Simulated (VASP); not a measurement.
Input of a VASP 6.6.1 run:

File INCAR:

```
ALGO = Normal ; EDIFF = 1E-7
EDIFFG = -0.005 ; ENCUT = 600
GGA = CA ; IBRION = 2
ISIF = 3 ; ISMEAR = 0
LASPH = T ; LCHARG = F
LREAL = F ; LWAVE = F
NELM = 60 ; NSW = 90
PREC = Accurate ; SIGMA = 0.1
```

KPOINTS

```
k-points
0
Gamma
  14 14 14
```

POSCAR

```
Sb
1.0
    3.0833436100      0.0000000000      0.0000000000
    0.0000000000      3.0833436100      0.0000000000
    0.0000000000      0.0000000000      3.0833436100
Sb
1
Direct
    0.0000000000      0.0000000000      0.0000000000
```

Potentials or basis: VASP PAW LDA potentials, release 64 (Sb).

Command:

```bash
$ cat potpaw_LDA.64/Sb/POTCAR > POTCAR
$ mpirun -np 1 vasp_std > vasp.out
```

**Question.** What does it give for the relaxed volume?

**Answer.** 28.23 Å³/atom.

**Question.** What does it give for the band gap on the k mesh?

**Answer.** None (metal or under the smearing width).

**Question.** Estimate the relaxed cell.

**Answer.** a = 3.045 Å, b = 3.045 Å, c = 3.045 Å, α = 90.00°, β = 90.00°, γ = 90.00°.

The path:
```csv
step,energy change (eV),largest force (eV/Å),pressure (GPa),volume (Å³)
1,0.0000,0.0000,-2.24,29.31
2,-0.0050,0.0000,1.50,27.61
3,-0.0078,0.0000,0.00,28.23
```

The run has no spin-orbit coupling, so splittings on Sb are missing.
